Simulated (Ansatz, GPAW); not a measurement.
# Geometry or basis: what sets the conductance of naphthalene-1,5-dithiol between two Al chains, part 2 of 4

Wanted: T(E) of naphthalene-1,5-dithiol between two Al chains at a relaxed geometry in two programs, beside the unrelaxed structure.

GPAW 26.7.0 and Ansatz 0.2.0; Ansatz plane waves; relaxation of the junction with the lead ends held; PAW set soft_1 (the session's first sound run).

So far. Step 2 (Relaxing the atoms): The relaxation lowered the energy of the cell by 2.33 eV.

### Step 3. Plane waves, PBE

Plane waves give the reference curve, free of the bias of atom-centred orbitals.

This step: Ansatz plane waves; Landauer transmission by layers, zero bias; PAW set soft_1 (Ansatz 0.2.0).

The input, input.yaml:

```yaml
crystal:
  lattice:
    - [13.584765283, 0.0, 0.0]
    - [0.0, 10.4475084449, 0.0]
    - [0.0, 0.0, 39.190725339]
  atoms:
    - { symbol: Al, position: [0.5, 0.5, 0.0306194894] }
    - { symbol: Al, position: [0.5, 0.5, 0.0918584683] }
    - { symbol: Al, position: [0.5, 0.5, 0.1530974471] }
    - { symbol: Al, position: [0.5, 0.5, 0.214336426] }
    - { symbol: Al, position: [0.5, 0.5, 0.2755754048] }
    - { symbol: Al, position: [0.4264365785, 0.370492154, 0.3247202757] }
    - { symbol: Al, position: [0.4482777756, 0.4096975205, 0.3909179469] }
    - { symbol: S, position: [0.3883019604, 0.2428690167, 0.4202038955] }
    - { symbol: H, position: [0.584323754, 0.2594084009, 0.4352280902] }
    - { symbol: H, position: [0.2470137706, 0.2643504455, 0.471808061] }
    - { symbol: C, position: [0.4034771835, 0.2626187818, 0.4652599098] }
    - { symbol: C, position: [0.5874310172, 0.2634952167, 0.4629843353] }
    - { symbol: C, position: [0.318151291, 0.2651645801, 0.4846473337] }
    - { symbol: H, position: [0.7451704129, 0.2661094338, 0.4648485482] }
    - { symbol: C, position: [0.4980375192, 0.2637145638, 0.48157654] }
    - { symbol: C, position: [0.6769799202, 0.2656848315, 0.4795203033] }
    - { symbol: C, position: [0.3226815668, 0.2657291763, 0.520523505] }
    - { symbol: C, position: [0.5016197715, 0.2635888831, 0.5184683331] }
    - { symbol: H, position: [0.2545026822, 0.2661440569, 0.5352031599] }
    - { symbol: C, position: [0.6815034215, 0.2648494636, 0.5153988664] }
    - { symbol: C, position: [0.4122264264, 0.2633228139, 0.5370607938] }
    - { symbol: C, position: [0.5961788123, 0.262305649, 0.534785699] }
    - { symbol: H, position: [0.7526511749, 0.2638597777, 0.5282310967] }
    - { symbol: H, position: [0.4153333447, 0.2590572788, 0.5648143728] }
    - { symbol: S, position: [0.6113072409, 0.2421058493, 0.5798307493] }
    - { symbol: Al, position: [0.5517319905, 0.4090946383, 0.6091470537] }
    - { symbol: Al, position: [0.573347253, 0.369902427, 0.6753608012] }
    - { symbol: Al, position: [0.5, 0.5, 0.7244245952] }
    - { symbol: Al, position: [0.5, 0.5, 0.785663574] }
    - { symbol: Al, position: [0.5, 0.5, 0.8469025529] }
    - { symbol: Al, position: [0.5, 0.5, 0.9081415317] }
    - { symbol: Al, position: [0.5, 0.5, 0.9693805106] }
kpoints:
  mp_grid: { grid: [1, 1, 2] }
hamiltonian:
  xc: pbe
  pseudopotentials: { kind: paw, azcp: { folder: soft_1 } }
scf:
  occupations: { method: fermi_dirac, width: 0.1 }
output:
  transmission:
    leads: [[0, 1]]
    e_range: [-2, 2]
    de: 0.025
    kmesh: [1, 1]
    reduced_basis: true
  write_potential: true
  write_density: true
  volumetric_format: npy
  elf: true
```

Command:

```console
$ ansatz run input.yaml --threads 4 --pin off --max-ram 8192MiB --backend cpu --events-out ev --progress --plain --runs-dir out
```

Numbers of over 12 decimals in the logs are rounded to 6 here.

Log:

```text
[...]
Crystal: 32 atoms, lattice volume = 5562.220 Å³
Basis set: ecut = 420 eV, 108889 PW (Γ)
Bands: 82, of which v1, the nominal top of the filled ones, is band 50 counted from 1 (49 counted from 0)
Symmetry: 1 space group operations
[...]
k-points: 2
[...]
SCF iter   1: F=—  HF=-11925.880657 eV  |F-HF|=—  |Δ(HF+E_count)|=         —  Δρ=2.63e-2  dr2=1.35e2  ethr=3.10e-3  ⟨swp⟩=11.0  Hψ=1056  notcnv=0  defer=7
[...]
SCF iter  17: F=-11908.647015 eV  HF=-11908.647015 eV  |F-HF|=1.10e-9  |Δ(HF+E_count)|=   1.27e-7  Δρ=6.39e-7  dr2=5.92e-8  ethr=1.00e-10  ⟨swp⟩=34.0  Hψ=1000  notcnv=0
SCF 1 converged in 17 iterations: F = -11908.647015 eV  dr2 = 5.92e-8
[...]
transmission: 5 of 49 steps passed
transmission: 10 of 49 steps passed
[...]
transmission: 49 of 49 steps passed
WARN: The output density's exchange-correlation potential varies sharply where the density is thin. Do not read a vacuum level from v_tot or v_xc, or from such a field of the output density. On a cell that repeats whose density bears no net charge and no dipole along the vacuum's axis use v_es (v_loc + v_h of the components); under efield.dipole_correction with no amplitude use v_es + v_field, which holds any externa [...]
SCF converged after 17 iterations
Free energy (F): -11908.647015 eV
[...]
Internal energy: -11908.014983 eV  (E = F + TS)
E sigma→0 (E₀):  -11908.330999 eV
Entropy (-TS):   -0.632031 eV (-19.751 meV/atom)
Fermi energy:    -3.377605 eV
[...]
--- Band table (eV) ---
  k-point 0: bands = [... 46 lower, -3.7129, -3.5897, -3.5708, -3.4199, -3.3655, -3.1863, -3.1380, -2.9135, ... 28 higher]
  k-point 1: bands = [... 46 lower, -3.7149, -3.5940, -3.5649, -3.4112, -3.3760, -3.1966, -3.1252, -2.9058, ... 28 higher]
--- Transmission ---
  basis      : 1251 plane waves across, 49 finite elements along
  points     : 1, standing for a mesh of 1 x 1
  filling    : by the input's occupations and mesh, since the crystals that have channels conduct as metals do. If one of these is a semiconductor, that mesh has misplaced its level
  energies   : 161 from -2.000000 to 2.000000 eV about the Fermi level, 0.025000 eV apart; the leads are filled to 0.000000 eV, and channels, transmission and decay are at 0.000000 eV
  crystal 0  : Al1, at the sites [0, 1], period 2.4000 Å, over 24.00 Å; its Hamiltonian steps by up to 3.6 meV
    offset         : up to 0.0000 Å between an atom of the period and one for which it stands
    filled         : 10.6 meV over the level at which it is neutral
    channels       : 2.000000e0 a spin
    conductance    : 1.0918e14 S/m² at 300 K; may be off by some 0.0 % by where its bands' edges are placed, 0.0 % from the distance to neutral
  junction   : crystal 0 to crystal 0, 0.70 to 37.49 Å
    transmission   : 2.212676e-2 a spin
    conductance    : 1.1811e12 S/m² at 300 K (1.1812e12 on every other energy)
    error estimate : 0.0 % from the energy spacing and 0.0 % from band edges of the leads and from resonances (wavevectors taken as independent; lower de), 1.4 % from the steps of its leads' Hamiltonians or their offsets (lay more layers), 2.1 % from the distance to neutral
    resistance     : 8.3752e-1 Ω µm² beyond half of each lead's own
```

Elapsed: 8.3 h, on 4 threads of Arm Neoverse N1, shared host; peak memory 6.6 GiB.

This step gave:

```
free energy                                             : -11908.6470 eV
lead level                                              : 0 eV from the Fermi level
transmission at the Fermi level (one spin)              : 0.02213
open channels of the lead at the Fermi level (one spin) : 2
step of the potential along the lead                    : 3.6 meV
offset of the lead                                      : 0 Å
filling of the lead less its bulk value, in size        : 10.6 meV
conductance                                             : 0.02163 G₀
```

One spin. Table of transmission, zone mean by energy, zero at the Fermi level:

```tsv
energy (eV)	transmission, zone mean
-2.000	0.238
-1.900	0.490
-1.800	0.899
-1.700	1.000
-1.600	1.000
-1.500	0.865
-1.400	0.438
-1.300	0.145
-1.200	0
-1.100	0
-1.000	0
-0.900	0
-0.800	0
-0.700	0
-0.600	0
-0.500	0
-0.400	0
-0.300	0.00415
-0.200	0.00933
-0.100	0.0161
0.000	0.0221
0.100	0.0237
0.200	0.0207
0.300	0.0159
0.400	0.0116
0.500	0.00837
0.600	0.00612
0.700	0.00459
0.800	0.00358
0.900	0.00292
1.000	0.00362
1.100	0.00533
1.200	0.00879
1.300	0.0154
1.400	0.0268
1.500	0.0476
1.600	0.114
1.700	0.952
1.800	0.0671
1.900	0.0169
2.000	0.0124
```

One spin. Open channels, zone mean against energy, zero at the Fermi level:

```tsv
energy (eV)	open channels, zone mean
-2.000	1
-1.800	1
-1.600	1
-1.400	1
-1.200	0
-1.000	0
-0.800	0
-0.600	0
-0.400	0
-0.200	2
0.000	2
0.200	2
0.400	2
0.600	2
0.800	2
1.000	3
1.200	3
1.400	3
1.600	3
1.800	3
2.000	3
```

Crystal 0, spin -, k parallel (0, 0); distinct values, listed up to 1.5 1/Å. Im kz of the slowest decaying states against energy, zero at the Fermi level:

```tsv
energy (eV)	decay 1 (Å⁻¹)	decay 2 (Å⁻¹)	decay 3 (Å⁻¹)	decay 4 (Å⁻¹)
-2.000	0.672	0.672	1.18	1.27
-1.800	0.629	0.629	1.15	1.25
-1.600	0.582	0.583	1.13	1.23
-1.400	0.532	0.532	1.11	1.20
-1.200	0.0331	0.476	0.477	1.08
-1.000	0.0779	0.413	0.413	1.06
-0.800	0.0992	0.338	0.339	1.03
-0.600	0.112	0.241	0.242	1.01
-0.400	0.0432	0.0468	0.119	0.983
-0.200	0.121	0.956	1.06	1.11
0.000	0.119	0.928	1.04	1.08
0.200	0.113	0.899	1.01	1.06
0.400	0.102	0.870	0.988	1.03
0.600	0.0845	0.839	0.961	1.01
0.800	0.0550	0.807	0.933	0.980
1.000	0.774	0.905	0.953	0.956
1.200	0.739	0.875	0.925	0.927
1.400	0.702	0.845	0.896	0.898
1.600	0.663	0.813	0.866	0.868
1.800	0.622	0.780	0.835	0.837
2.000	0.578	0.746	0.803	0.805
```

Crystal 0, spin -, k parallel (0, 0). The Re kz of states that move upwards by energy, zero at the Fermi level:

```tsv
energy (eV)	channel 1 (Å⁻¹)	channel 2 (Å⁻¹)	channel 3 (Å⁻¹)
-2.000	1.13	-	-
-1.800	1.16	-	-
-1.600	1.20	-	-
-1.400	1.24	-	-
-1.200	-	-	-
-1.000	-	-	-
-0.800	-	-	-
-0.600	-	-	-
-0.400	-	-	-
-0.200	0.233	0.233	-
0.000	0.332	0.333	-
0.200	0.408	0.409	-
0.400	0.472	0.472	-
0.600	0.528	0.529	-
0.800	0.579	0.579	-
1.000	-1.27	0.626	0.626
1.200	-1.22	0.669	0.670
1.400	-1.19	0.710	0.710
1.600	-1.16	0.749	0.749
1.800	-1.14	0.786	0.786
2.000	-1.11	0.821	0.821
```

The electrostatic potential energy of an electron (with the applied field's), less the Fermi level, planar mean oscillates, so the rows of the table below give means over windows of 2.32 Å about each position, cut where the curve ends. Its first 14 maxima inside the range that stand out by 2 % of the span (Å: eV): 2.5: 4.02, 4.8: 4.02, 7.3: 4.00, 9.6: 3.97, 11.8: 3.67, 14.1: 3.95, 17.4: 3.73, 19.6: 3.48, 21.8: 3.73, 25.1: 3.95, 27.4: 3.67, 29.6: 3.97, 31.9: 4.00, 34.4: 4.02. Its first 14 minima: 1.5: 3.65, 3.3: 3.64, 5.7: 3.63, 8.7: 3.62, 11.2: 3.52, 12.3: 3.52, 16.1: 3.15, 18.6: 2.04, 20.6: 2.04, 23.1: 3.15, 26.9: 3.52, 28.0: 3.52, 30.5: 3.62, 33.5: 3.63.

Table of electrostatic potential energy of an electron (with the applied field's), less the Fermi level, planar mean by z; means over each step:

z (Å), electrostatic potential energy of an electron (with the applied field's), less the Fermi level, planar mean (eV) and a bar from the least value:
```
     1.16       3.78 ##############################
     3.48       3.78 ##############################
     5.80       3.77 ##############################
     8.12       3.76 #############################
    10.44       3.69 ############################
    12.76       3.63 ##########################
    15.08       3.57 #########################
    17.40       3.11 #############
    19.72       2.57 
    22.04       3.22 ################
    24.36       3.65 ###########################
    26.68       3.60 #########################
    29.00       3.72 ############################
    31.32       3.77 ##############################
    33.64       3.78 ##############################
    35.96       3.78 ##############################
    38.28       3.74 #############################
```

The valence density, planar mean by z:

```tsv
z (Å)	valence density, planar mean (e/Å³)
0	0.0101
1	0.00742
2	0.00973
3	0.00895
4	0.00815
5	0.00994
6	0.00723
7	0.0101
8	0.00801
9	0.00930
10	0.00947
11	0.00907
12	0.0121
13	0.00811
14	0.00790
15	0.00933
16	0.0310
17	0.0313
18	0.0616
19	0.0792
20	0.0670
21	0.0819
22	0.0304
23	0.0337
24	0.0107
25	0.00802
26	0.00817
27	0.0113
28	0.0102
29	0.00889
30	0.00990
31	0.00746
32	0.0100
33	0.00750
34	0.00964
35	0.00902
36	0.00809
37	0.0100
38	0.00720
39	0.0100
```

Electrostatic potential energy in the ca plane at fractional y = 0.259, with atoms of S and H and C within 0.2 Å of it. With pseudopotentials it is smooth inside the atoms' cores, unlike the true potential.

Ten even steps from '0' (-47 eV) to '9' (1 eV), each cell a mean:
```
99999999999999999999999999999999999999999999
99999999999999999999999999999999999999999999
99999999999999999999999999999999999999999999
99999999999999999999999999999999999999999999
99999999999999999999999999999999999999999999
99999999999999964899984389999999999999999999
99999999999999963357632589999999999999999999
99999999999999982003100589987789999999999999
99999999999999853236632347610148999999999999
99999999999843300378872004500038999999888999
99999999999966621468863347864579999998888999
99999999999999984003300389999999999999999999
88999999999889985114521468999999999999999999
88899999873136621378884003448999999999999999
88999999840104500268874114668999999999999999
99999999973236875213510278999999999999999999
99999999999899996001400279999999999999999999
99999999999999984357876248999999999999999999
99999999999999996689999779999999999999999999
99999999999999999999999999999999999999999999
99999999999999999999999999999999999999999999
99999999999999999999999999999999999999999999
99999999999999999999999999999999999999999999
99999999999999999999999999999999999999999999
```
Columns run along c (16.0 Å, from fractional 0.32 to 0.73 of the cell; values clipped at the 3rd and 97th percentile), rows up along a (13.6 Å). Atoms in or near the plane, at fractional coordinates: S at (0.42, 0.39), H at (0.44, 0.58), H at (0.47, 0.25), C at (0.47, 0.40), C at (0.46, 0.59), C at (0.48, 0.32), H at (0.46, 0.75), C at (0.48, 0.50), C at (0.48, 0.68), C at (0.52, 0.32), C at (0.52, 0.50), H at (0.54, 0.25), C at (0.52, 0.68), C at (0.54, 0.41) and more.

ELF in the ca plane at fractional y = 0.259, with atoms of S and H and C within 0.2 Å of it. It is the smooth field of the valence electrons, not physical close to the nuclei.

Ten even steps from '0' (0.00 × 1e-1) to '9' (9.98 × 1e-1), each cell a mean:
```
00000000000000000000000000000000000000000000
00000000000000000000000000000000000000000000
00000000000000000000000011100000011000000000
00000000000000000000000357640000477300000000
00000000000000000000002699994003999710001000
00000000000000000000001699997216999810134210
00000000000000000000000158997566898402687520
00000000000000000000000013641683165126898740
01000000000000000000157655786555786566457741
11110000000000000000189996255202531687226741
12110011112211100000037986587434786556788741
22110012345554321112321112662585255201466531
11100123578888641136886313674575587444211110
11000125789999851147875676466312663699951000
00000125799999841147511686256312674589982000
00000025789998620147877754685476367433431000
00000013578887400036898511563387257520000000
00000001345653100014675105999644799983000000
00000000112221000001320018999611699997100000
00000000000000000000000016998300279985100000
00000000000000000000000002553000024532000000
00000000000000000000000000000000000000000000
00000000000000000000000000000000000000000000
00000000000000000000000000000000000000000000
```
Columns run along c (16.0 Å, from fractional 0.22 to 0.63 of the cell), rows up along a (13.6 Å). Atoms in or near the plane, at fractional coordinates: S at (0.42, 0.39), H at (0.44, 0.58), H at (0.47, 0.25), C at (0.47, 0.40), C at (0.46, 0.59), C at (0.48, 0.32), H at (0.46, 0.75), C at (0.48, 0.50), C at (0.48, 0.68), C at (0.52, 0.32), C at (0.52, 0.50), H at (0.54, 0.25), C at (0.52, 0.68), C at (0.54, 0.41) and more.

Valence density in the ca plane at fractional y = 0.259, with atoms of S and H and C within 0.2 Å of it. It is the smooth field of the valence electrons, not physical close to the nuclei.

Ten even steps from '0' (0.0 e/Å³) to '9' (2.0 e/Å³), each cell a mean:
```
00000000000000000000000000000000000000000000
00000000000000000000000000000000000000000000
00000000000000000000000000000000000000000000
00000000000000000000000000000000000000000000
00000000000000000000000000000000000000000000
00000000000000000000000000013410013630000000
00000000000000000000000000015864358841000000
00000000000000000000000000014889998841012321
00000000000000000000000001136985457974344453
00000000000000000000000015788952114887654353
00000000000000000000000013457973236984223432
00000000000000000000000000013898888851000100
00000000000000000000001111113897668963110000
00000000000000000000014544357963114898763000
00000000000000000000024335567973114897542000
00000000000000000000013554224897668973100000
00000000000000000000001111002688888862000000
00000000000000000000000000002784223683000000
00000000000000000000000000001321000121000000
00000000000000000000000000000000000000000000
00000000000000000000000000000000000000000000
00000000000000000000000000000000000000000000
00000000000000000000000000000000000000000000
00000000000000000000000000000000000000000000
```
Columns run along c (16.0 Å, from fractional 0.20 to 0.61 of the cell), rows up along a (13.6 Å). Atoms in or near the plane, at fractional coordinates: S at (0.42, 0.39), H at (0.44, 0.58), H at (0.47, 0.25), C at (0.47, 0.40), C at (0.46, 0.59), C at (0.48, 0.32), H at (0.46, 0.75), C at (0.48, 0.50), C at (0.48, 0.68), C at (0.52, 0.32), C at (0.52, 0.50), H at (0.54, 0.25), C at (0.52, 0.68), C at (0.54, 0.41) and more.

T at the Fermi level is 0.0221 of 2 open channels a spin.

[end of part 2 of 4]

[Logs are printed without paths, hosts, clocks, repeated set-up lines and the standing remarks that a program may print on its own settings, such as how far it seeks lower states.]

[Hosts, paths, dates, database ids (printed as entryN), source tags and the programs' standing remarks are cut or masked in the printed files.]
